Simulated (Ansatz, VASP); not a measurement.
## One calculation of BP, two programs

```
B P
1.0
     5.32142    0.00000    0.00000
     0.00000    5.32142    0.00000
     0.00000    0.00000    5.32142
B P
4 4
Direct
  0.87500 0.87500 0.87500
  0.62500 0.12500 0.37500
  0.12500 0.37500 0.62500
  0.37500 0.62500 0.12500
  0.37500 0.37500 0.37500
  0.12500 0.62500 0.87500
  0.62500 0.87500 0.12500
  0.87500 0.12500 0.62500
```

Alike in both runs: functional PBE; k mesh 8 × 8 × 8; occupations gaussian, width 0.1 eV; no spin polarisation.

Ansatz relaxed the structure, and its values are those at the end. VASP's run is a single point on that final structure, the one shown.

|  | VASP | Ansatz |
| --- | --- | --- |
| version | VASP 6.6.1 | Ansatz 0.2.0 |
| potentials or method | VASP PAW PBE potentials, release 64 (B, P) | scalar-relativistic, plane waves, PAW |
| plane-wave cutoff (eV) | 520 | 420 |
| valence electrons in the cell | 32 | 32 |

```csv
,VASP,Ansatz,Ansatz less VASP
gap on the k mesh at the Fermi level (eV),none,none,-
pressure (GPa),-0.1,0.0,+0.14
```

A gap of «none» marks a metal or a gap that the smearing closes.
